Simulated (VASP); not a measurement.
Write the native input for VASP 6.6.1 that does the following.

| Item | Value |
| --- | --- |
| Task | relaxation of cell and atoms |
| Functional | PBEsol |
| Potentials or basis | VASP PAW PBE potentials, release 64 (B_s, N_s) |
| Cutoff | 480 eV |
| k mesh | 12 × 12 × 6 |
| Occupations | gaussian, width 0.02 eV |
| Spin | no spin polarisation |
| Further INCAR settings | ALGO = Normal; EDIFF = 1e-07; IBRION = 2; EDIFFG = -0.005; NSW = 90; ISIF = 3 |

The structure of BN lies in POSCAR:

```
BN
1.0
    2.5539396000      0.0000000000      0.0000000000
   -1.2769698000      2.2117765700      0.0000000000
    0.0000000000      0.0000000000      4.2268550000
B N
2 2
Direct
    0.6666666700      0.3333333300      0.9997240000
    0.3333333300      0.6666666700      0.4997240000
    0.6666666700      0.3333333300      0.6252760000
    0.3333333300      0.6666666700      0.1252760000
```

Measurements of this composition are mostly on another form, of space group No. 194.

One way to write it, as run:

INCAR

```
ALGO = Normal ; EDIFF = 1E-7
EDIFFG = -0.005 ; ENCUT = 480
GGA = PS ; IBRION = 2
ISIF = 3 ; ISMEAR = 0
LASPH = True ; LCHARG = False
LREAL = False ; LWAVE = False
NELM = 80 ; NSW = 90
PREC = Accurate ; SIGMA = 0.02
```

KPOINTS

```
k-points
0
Gamma
  12 12 6
```

Potentials or basis: VASP PAW PBE potentials, release 64 (B_s, N_s).

The run is started by

```sh
$ cat potpaw_PBE.64/B_s/POTCAR potpaw_PBE.64/N_s/POTCAR > POTCAR
$ mpirun -np 1 vasp_std > vasp.out
```

It gave:

| Quantity | Value |
| --- | --- |
| Relaxed volume | 5.89 Å³/atom |
| Relaxed cell | a = 2.544 Å, b = 2.544 Å, c = 4.207 Å, α = 90.00°, β = 90.00°, γ = 120.00° |
| Space group after relaxing (to 0.05 Å) | P6_3mc (No. 186) |
| Energy gained by relaxing | 1.1 meV/atom |
| Ionic steps | 6 |
| Pressure after relaxing | 0.0 GPa |
| Band gap on the k mesh | 4.96 eV, indirect (least direct gap 8.22 eV) |

Caveat: the PAW data sets were made with another functional, which shifts forces and pressure a little.

It took 27 s on 1 thread of Intel(R) Xeon(R) 6975P-C (Granite Rapids), on a shared host, peak memory 0.14 GiB.
